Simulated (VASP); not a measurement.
# HgTe (Coloradoite) (F-43m) in VASP: a series of runs

Runs on HgTe (Coloradoite). Level: PBE. Tasks: band structure.

Program: VASP 6.6.1. These are calculated values, not measurements. Logs are shortened: lines on timing, memory, paths and dates and some standing lists are left out, and cuts for length are marked.

## 1. Starting point

It takes space group F-43m (No. 216, cubic). Conventional cell: a = 6.429 Å, b = 6.429 Å, c = 6.429 Å, α = 90.00°, β = 90.00°, γ = 90.00°. Hg (site symmetry -43m) is surrounded by 4 Te at 2.78 Å. Around Te (site symmetry -43m) lie 4 Hg at 2.78 Å.

## 2. Band structure, PBE

The input, INCAR:

```
ALGO = Fast
EDIFF = 1E-7
ENCUT = 500
GGA = PE
ISIF = 2
ISMEAR = -1
LASPH = T
LCHARG = F
LREAL = F
LWAVE = F
NELM = 100
PREC = Accurate
SIGMA = 0.05
```

The input, KPOINTS:

```
k-points
0
Gamma
  7 7 7
```

The input, POSCAR:

```
HgTe
1.0
    0.0000000000      3.2145000000      3.2145000000
    3.2145000000      0.0000000000      3.2145000000
    3.2145000000      3.2145000000      0.0000000000
Hg Te
1 1
Direct
    0.0000000000      0.0000000000      0.0000000000
    0.7500000000      0.7500000000      0.7500000000
```

The input, KPOINTS_OPT:

```
path GXWKGLUWLK,UX
15
line-mode
reciprocal
 0.0000000000  0.0000000000  0.0000000000  G
 0.5000000000  0.0000000000  0.5000000000  X

 0.5000000000  0.0000000000  0.5000000000  X
 0.5000000000  0.2500000000  0.7500000000  W

 0.5000000000  0.2500000000  0.7500000000  W
 0.3750000000  0.3750000000  0.7500000000  K

 0.3750000000  0.3750000000  0.7500000000  K
 0.0000000000  0.0000000000  0.0000000000  G

 0.0000000000  0.0000000000  0.0000000000  G
 0.5000000000  0.5000000000  0.5000000000  L

 0.5000000000  0.5000000000  0.5000000000  L
 0.6250000000  0.2500000000  0.6250000000  U

 0.6250000000  0.2500000000  0.6250000000  U
 0.5000000000  0.2500000000  0.7500000000  W

 0.5000000000  0.2500000000  0.7500000000  W
 0.5000000000  0.5000000000  0.5000000000  L

 0.5000000000  0.5000000000  0.5000000000  L
 0.3750000000  0.3750000000  0.7500000000  K

 0.6250000000  0.2500000000  0.6250000000  U
 0.5000000000  0.0000000000  0.5000000000  X
```

Potentials or basis: VASP PAW PBE potentials, release 64 (Hg, Te).

On the command line:

```console
cat potpaw_PBE.64/Hg/POTCAR potpaw_PBE.64/Te/POTCAR > POTCAR
mpirun -np 1 vasp_std > vasp.out
```

OUTCAR:

```text
EDIFF = 1E-7
   ENCUT = 500
   GGA = PE
   ISIF = 2
   ISMEAR = -1
   LASPH = T
   LREAL = F
   NELM = 100
   PREC = Accurate

 ion  position               nearest neighbor table
   1  0.000  0.000  0.000-   2 2.78   2 2.78   2 2.78   2 2.78
   2  0.750  0.750  0.750-   1 2.78   1 2.78   1 2.78   1 2.78

  LATTYP: Found a face centered cubic cell.
 ALAT       =     6.4290000000

  Lattice vectors:

 A1 = (   0.0000000000,   3.2145000000,   3.2145000000)
 A2 = (   3.2145000000,   0.0000000000,   3.2145000000)
 A3 = (   3.2145000000,   3.2145000000,   0.0000000000)

Analysis of symmetry for initial positions (statically):
=====================================================================
 Subroutine PRICEL returns:
 Original cell was already a primitive cell.

 Routine SETGRP: Setting up the symmetry group for a
 face centered cubic supercell.

 Subroutine GETGRP returns: Found 24 space group operations
 (whereof 24 operations were pure point group operations)
 out of a pool of 48 trial point group operations.

The static configuration has the point symmetry T_d .

Analysis of symmetry for dynamics (positions and initial velocities):
=====================================================================
 Subroutine PRICEL returns:
 Original cell was already a primitive cell.

 Routine SETGRP: Setting up the symmetry group for a
 face centered cubic supercell.

 Subroutine GETGRP returns: Found 24 space group operations
 (whereof 24 operations were pure point group operations)
 out of a pool of 48 trial point group operations.

The dynamic configuration has the point symmetry T_d .

 Subroutine INISYM returns: Found 24 space group operations
 (whereof 24 operations are pure point group operations),
 and found     1 'primitive' translations

----------------------------------------------------------------------------------------

                                     Primitive cell

  volume of cell :      66.4309

  direct lattice vectors                    reciprocal lattice vectors
     0.000000000  3.214500000  3.214500000    -0.155545186  0.155545186  0.155545186
     3.214500000  0.000000000  3.214500000     0.155545186 -0.155545186  0.155545186
     3.214500000  3.214500000  0.000000000     0.155545186  0.155545186 -0.155545186

  length of vectors
[... 85 lines left out ...]
   POTIM  = 0.5000    time-step for ionic-motion
   TEBEG  =    0.0;   TEEND  =   0.0 temperature during run
   PSTRESS=    0.0 pullay stress
   NELECT =      18.0000    total number of electrons
   NUPDOWN=      -1.0000    fix difference up-down
   EMIN   =  10.00;   EMAX   =-10.00  energy-range for DOS
   EFERMI =   0.00;   METHOD = LEGACY
   ISMEAR =    -1;   SIGMA  =   0.05  broadening in eV -4-tet -1-fermi 0-gaus
   EFERMI_NEDOS =   21; number of points for ismear=-14 and -15
   IALGO  =     68    algorithm
   IMIX   =      4    mixing-type and parameters
     AMIX     =   0.40;   BMIX     =  1.00
     AMIX_MAG =   1.60;   BMIX_MAG =  1.00
  volume/ion in A,a.u.               =      33.22       224.15
  Fermi-wavevector in a.u.,A,eV,Ry     =   1.059357  2.001894 15.268958  1.122237
  Thomas-Fermi vector in A             =   2.194699
   LORBIT       =      0    0 simple, 1 ext, 2 COOP (PROOUT), +10 PAW based schemes
   GGA     = PE    functional components
   LHFCALC =     F    Hartree Fock is set to
   AEXX    =    0.0000 exact exchange contribution
   IVDW    =     0    specifies the selected vdW correction
   LEPSILON=     F    determine dielectric tensor
   LRPA    =     F    only Hartree local field effects (RPA)
 non-spin polarized calculation
 RMM-DIIS sequential band-by-band and
  energy-cutoff  :      500.00
  volume of cell :       66.43
 maximum number of plane-waves:      1716
 NGX is ok and might be reduce to    36
   NGX = 17   NGY = 17   NGZ = 17

 number of electron      18.0000000 magnetization

 Free energy of the ion-electron system (eV)
  ---------------------------------------------------
  ext. energy  EPLUGINS =         0.00000000
  ---------------------------------------------------
  free energy    TOTEN  =        -3.55176565 eV

  energy without entropy =       -3.55107888  energy(sigma->0) =       -3.55142226

 E-fermi :   3.3154     XC(G=0):  -8.8171

 val. band max:        3.2749518938   @ k =   0.0000   0.0000   0.0000
 cond. band min:       4.0013066530   @ k =   0.4286   0.0000   0.0000
 fundamental gap:      0.7263547592
 Fermi energy:         3.3154390962

 k-point     1 :       0.0000    0.0000    0.0000
  band No.  band energies     occupation
      1      -8.8313      2.00000
      2      -4.1789      2.00000
      3      -4.1789      2.00000
      4      -4.1789      2.00000
      5      -3.6293      2.00000
      6      -3.6293      2.00000
      7       2.5886      2.00000
      8       3.2750      1.38411
      9       3.2750      1.38411
     10       3.2750      1.38411
     11       7.4726      0.00000
     12       7.4726      0.00000
     13       7.4726      0.00000
[... 290 lines left out ...]
  band No.  band energies     occupation
      1      -8.0492      2.00000
      2      -3.9652      2.00000
      3      -3.9074      2.00000
      4      -3.7000      2.00000
      5      -3.6431      2.00000
      6      -3.0518      2.00000
      7      -2.2803      2.00000
      8       0.3220      2.00000
      9       1.0548      2.00000
     10       6.1239      0.00000
     11       7.7096      0.00000
     12       8.9499      0.00000
     13       9.8409      0.00000

------------------------ aborting loop because EDIFF is reached ----------------------------------------

  FORCE on cell =-STRESS in cart. coord.  units (eV):
  Direction    XX          YY          ZZ          XY          YZ          ZX
  --------------------------------------------------------------------------------------
  -------------------------------------------------------------------------------------
  Total        1.9273003      1.9273003      1.9273003     -0.0000000      0.0000000     -0.0000000
  in kB       46.4825227     46.4825227     46.4825227     -0.0000000      0.0000000     -0.0000000
  external PRESSURE =      46.4825227 kB  Pullay stress =       0.0000000 kB

 VOLUME and BASIS-vectors are now :
 -----------------------------------------------------------------------------
  energy-cutoff  :      500.00
  volume of cell :       66.43
      direct lattice vectors                 reciprocal lattice vectors
     0.000000000  3.214500000  3.214500000    -0.155545186  0.155545186  0.155545186
     3.214500000  0.000000000  3.214500000     0.155545186 -0.155545186  0.155545186
     3.214500000  3.214500000  0.000000000     0.155545186  0.155545186 -0.155545186

 POSITION                                       TOTAL-FORCE (eV/Angst)
 -----------------------------------------------------------------------------------
      0.00000      0.00000      0.00000        -0.000000     -0.000000      0.000000
      4.82175      4.82175      4.82175         0.000000      0.000000     -0.000000
 -----------------------------------------------------------------------------------
    total drift:                                0.000000      0.000000      0.000000

  FREE ENERGIE OF THE ION-ELECTRON SYSTEM (eV)
  ---------------------------------------------------
  free  energy   TOTEN  =        -3.5517656464 eV

  energy  without entropy=       -3.5510788772  energy(sigma->0) =       -3.55142226
```

stdout:

```text
POSCAR found type information on POSCAR HgTe
 POSCAR found :  2 types and       2 ions
 scaLAPACK will be used
 LDA part: xc-table for (Slater+PW92), standard interpolation
 POSCAR, INCAR and KPOINTS ok, starting setup
 FFT: planning ... GRIDC
 FFT: planning ... GRID_SOFT
 FFT: planning ... GRID
 WAVECAR not read
 entering main loop
 Start KPOINTS_OPT (optional k-point list driver)
k-point batch [1-20\150]
k-point batch [21-40\150]
k-point batch [41-60\150]
k-point batch [61-80\150]
k-point batch [81-100\150]
k-point batch [101-120\150]
k-point batch [121-140\150]
k-point batch [141-150\150]
```

Wall time 97 s (1 thread of AMD EPYC 7R43 (Zen 3), shared host); peak memory 0.19 GiB.

What came out:

```
Free energy             : -3.5518 eV
Pressure                : 4.6 GPa
Band gap along the path : none (metal or under the smearing width)
```

Levels at the corners of the path, in eV from the Fermi level:
```tsv
point	band 7	band 8	band 9	band 10	band 11	band 12
Γ	-0.73	-0.04	-0.04	-0.04	4.16	4.16
X	-5.57	-2.39	-2.39	1.85	2.40	8.24
X	-5.57	-2.39	-2.39	1.85	2.40	8.24
W	-5.67	-2.79	-2.67	3.12	4.58	5.26
W	-5.67	-2.79	-2.67	3.12	4.58	5.26
K	-5.60	-3.04	-1.99	2.20	3.98	7.00
K	-5.60	-3.04	-1.99	2.20	3.98	7.00
Γ	-0.73	-0.04	-0.04	-0.04	4.16	4.16
Γ	-0.73	-0.04	-0.04	-0.04	4.16	4.16
L	-5.64	-1.06	-1.06	0.66	4.97	4.97
L	-5.64	-1.06	-1.06	0.66	4.97	4.97
U	-5.60	-3.04	-1.99	2.20	3.98	7.00
U	-5.60	-3.04	-1.99	2.20	3.98	7.00
W	-5.67	-2.79	-2.67	3.12	4.58	5.26
W	-5.67	-2.79	-2.67	3.12	4.58	5.26
L	-5.64	-1.06	-1.06	0.66	4.97	4.97
L	-5.64	-1.06	-1.06	0.66	4.97	4.97
K	-5.60	-3.04	-1.99	2.20	3.98	7.00
U	-5.60	-3.04	-1.99	2.20	3.98	7.00
X	-5.57	-2.39	-2.39	1.85	2.40	8.24
```

Caveat: spin-orbit coupling is left out, which moves the levels of the heavy elements.

## 3. Band structure, PBE

The input, INCAR:

```
  PREC = Accurate
  ENCUT = 520
  EDIFF = 1E-6
  ISMEAR = -1
  SIGMA = 0.05
  LREAL = False
  LASPH = True
  NELM = 60
  ALGO = Fast
  ISIF = 2
  LWAVE = False
  LCHARG = False
  GGA = PE
  NBANDS = 16
```

The input, KPOINTS:

```
Automatic mesh
0
Gamma
  7 7 7
```

POSCAR is that of step 2.

KPOINTS_OPT, as its differences from that of step 2:

```diff
@@ -1,3 +1,3 @@
 path GXWKGLUWLK,UX
-15
+20
 line-mode
```

Potentials or basis: VASP PAW PBE potentials, release 64 (Hg, Te).

On the command line:

```console
cat potpaw_PBE.64/Hg/POTCAR potpaw_PBE.64/Te/POTCAR > POTCAR
mpirun -np 1 vasp_std > vasp.out
```

Wall time 2.2 min (1 thread of AMD EPYC 7R43 (Zen 3), shared host); peak memory 0.19 GiB.

The run converged. Its results:

| Quantity | Value |
| --- | --- |
| Free energy | -3.5518 eV |
| Pressure | 4.6 GPa |
| Band gap along the path | none (metal or under the smearing width) |

Levels at the corners of the path, in eV from the Fermi level:
| point | band 7 | band 8 | band 9 | band 10 | band 11 | band 12 |
| --- | --- | --- | --- | --- | --- | --- |
| Γ | -0.73 | -0.04 | -0.04 | -0.04 | 4.16 | 4.16 |
| X | -5.57 | -2.39 | -2.39 | 1.85 | 2.40 | 8.24 |
| X | -5.57 | -2.39 | -2.39 | 1.85 | 2.40 | 8.24 |
| W | -5.67 | -2.79 | -2.67 | 3.12 | 4.58 | 5.26 |
| W | -5.67 | -2.79 | -2.67 | 3.12 | 4.58 | 5.26 |
| K | -5.60 | -3.04 | -1.99 | 2.20 | 3.98 | 7.00 |
| K | -5.60 | -3.04 | -1.99 | 2.20 | 3.98 | 7.00 |
| Γ | -0.73 | -0.04 | -0.04 | -0.04 | 4.16 | 4.16 |
| Γ | -0.73 | -0.04 | -0.04 | -0.04 | 4.16 | 4.16 |
| L | -5.64 | -1.06 | -1.06 | 0.66 | 4.97 | 4.97 |
| L | -5.64 | -1.06 | -1.06 | 0.66 | 4.97 | 4.97 |
| U | -5.60 | -3.04 | -1.99 | 2.20 | 3.98 | 7.00 |
| U | -5.60 | -3.04 | -1.99 | 2.20 | 3.98 | 7.00 |
| W | -5.67 | -2.79 | -2.67 | 3.12 | 4.58 | 5.26 |
| W | -5.67 | -2.79 | -2.67 | 3.12 | 4.58 | 5.26 |
| L | -5.64 | -1.06 | -1.06 | 0.66 | 4.97 | 4.97 |
| L | -5.64 | -1.06 | -1.06 | 0.66 | 4.97 | 4.97 |
| K | -5.60 | -3.04 | -1.99 | 2.20 | 3.98 | 7.00 |
| U | -5.60 | -3.04 | -1.99 | 2.20 | 3.98 | 7.00 |
| X | -5.57 | -2.39 | -2.39 | 1.85 | 2.40 | 8.24 |

Caveat: spin-orbit coupling is left out, which moves the levels of the heavy elements.

## 4. Band structure, PBE

The input, INCAR:

```
SYSTEM = HgTe
ALGO = Normal
EDIFF = 1E-6
ENCUT = 600
GGA = PE
ISIF = 2
ISMEAR = -1
LASPH = .True.
LCHARG = .False.
LREAL = .False.
LWAVE = .False.
NBANDS = 20
NELM = 100
PREC = Accurate
SIGMA = 0.05
```

The input, KPOINTS:

```
k-points
0
Gamma
  7 7 7
  0 0 0
```

POSCAR is that of step 3.

KPOINTS_OPT is that of step 3.

Potentials or basis: VASP PAW PBE potentials, release 64 (Hg_sv_GW, Te_GW).

On the command line:

```console
cat potpaw_PBE.64/Hg_sv_GW/POTCAR potpaw_PBE.64/Te_GW/POTCAR > POTCAR
mpirun -np 1 vasp_std > vasp.out
```

OUTCAR:

```text
SYSTEM = HgTe
   EDIFF = 1E-6
   ENCUT = 600
   GGA = PE
   ISIF = 2
   ISMEAR = -1
   LASPH = .True.
   LREAL = .False.
   NELM = 100
   PREC = Accurate

 ion  position               nearest neighbor table
   1  0.000  0.000  0.000-   2 2.78   2 2.78   2 2.78   2 2.78
   2  0.750  0.750  0.750-   1 2.78   1 2.78   1 2.78   1 2.78

  LATTYP: Found a face centered cubic cell.
 ALAT       =     6.4290000000

  Lattice vectors:

 A1 = (   0.0000000000,   3.2145000000,   3.2145000000)
[... 639 lines left out ...]
------------------------ aborting loop because EDIFF is reached ----------------------------------------

  FORCE on cell =-STRESS in cart. coord.  units (eV):
  Direction    XX          YY          ZZ          XY          YZ          ZX
  --------------------------------------------------------------------------------------
  -------------------------------------------------------------------------------------
  Total        1.8545646      1.8545646      1.8545646      0.0000000      0.0000000      0.0000000
  in kB       44.7282858     44.7282858     44.7282858      0.0000000      0.0000000      0.0000000
  external PRESSURE =      44.7282858 kB  Pullay stress =       0.0000000 kB

 VOLUME and BASIS-vectors are now :
 -----------------------------------------------------------------------------
  energy-cutoff  :      600.00
  volume of cell :       66.43
      direct lattice vectors                 reciprocal lattice vectors
     0.000000000  3.214500000  3.214500000    -0.155545186  0.155545186  0.155545186
     3.214500000  0.000000000  3.214500000     0.155545186 -0.155545186  0.155545186
     3.214500000  3.214500000  0.000000000     0.155545186  0.155545186 -0.155545186

 POSITION                                       TOTAL-FORCE (eV/Angst)
 -----------------------------------------------------------------------------------
      0.00000      0.00000      0.00000         0.000000     -0.000000     -0.000000
      4.82175      4.82175      4.82175        -0.000000      0.000000      0.000000
 -----------------------------------------------------------------------------------
    total drift:                                0.000000      0.000000      0.000000

  FREE ENERGIE OF THE ION-ELECTRON SYSTEM (eV)
  ---------------------------------------------------
  free  energy   TOTEN  =        -3.5835419670 eV

  energy  without entropy=       -3.5828537322  energy(sigma->0) =       -3.58319785
```

Run time: 3.5 min. Hardware: 1 thread of AMD EPYC 7R43 (Zen 3), shared host; peak memory 0.2 GiB.

Results:

- Free energy: -3.5835 eV
- Pressure: 4.5 GPa
- Band gap along the path: none (metal or under the smearing width)

Levels at the corners of the path, in eV from the Fermi level:
```csv
point,band 11,band 12,band 13,band 14,band 15,band 16
Γ,-0.73,-0.04,-0.04,-0.04,4.18,4.18
X,-5.57,-2.38,-2.38,1.85,2.41,8.21
X,-5.57,-2.38,-2.38,1.85,2.41,8.21
W,-5.67,-2.79,-2.66,3.11,4.58,5.26
W,-5.67,-2.79,-2.66,3.11,4.58,5.26
K,-5.60,-3.04,-1.99,2.20,3.98,7.01
K,-5.60,-3.04,-1.99,2.20,3.98,7.01
Γ,-0.73,-0.04,-0.04,-0.04,4.18,4.18
Γ,-0.73,-0.04,-0.04,-0.04,4.18,4.18
L,-5.64,-1.06,-1.06,0.66,5.00,5.00
L,-5.64,-1.06,-1.06,0.66,5.00,5.00
U,-5.60,-3.04,-1.99,2.20,3.98,7.01
U,-5.60,-3.04,-1.99,2.20,3.98,7.01
W,-5.67,-2.79,-2.66,3.11,4.58,5.26
W,-5.67,-2.79,-2.66,3.11,4.58,5.26
L,-5.64,-1.06,-1.06,0.66,5.00,5.00
L,-5.64,-1.06,-1.06,0.66,5.00,5.00
K,-5.60,-3.04,-1.99,2.20,3.98,7.01
U,-5.60,-3.04,-1.99,2.20,3.98,7.01
X,-5.57,-2.38,-2.38,1.85,2.41,8.21
```

Caveat: spin-orbit coupling is left out, which moves the levels of the heavy elements.

## 5. Overview

```csv
potentials or basis,cutoff (eV),pressure (GPa)
"VASP PAW PBE potentials, release 64 (Hg, Te)",500,4.6
"VASP PAW PBE potentials, release 64 (Hg, Te)",520,4.6
"VASP PAW PBE potentials, release 64 (Hg_sv_GW, Te_GW)",600,4.5
```

Alike in all rows: task band structure; level PBE; no spin polarisation; cell as given; k mesh 7 × 7 × 7; smearing fermi-dirac 0.05 eV.

Caveats: spin-orbit coupling is left out, which moves the levels of the heavy elements.

Total energies depend on the potentials used, so only differences within one code and one set of settings carry meaning.
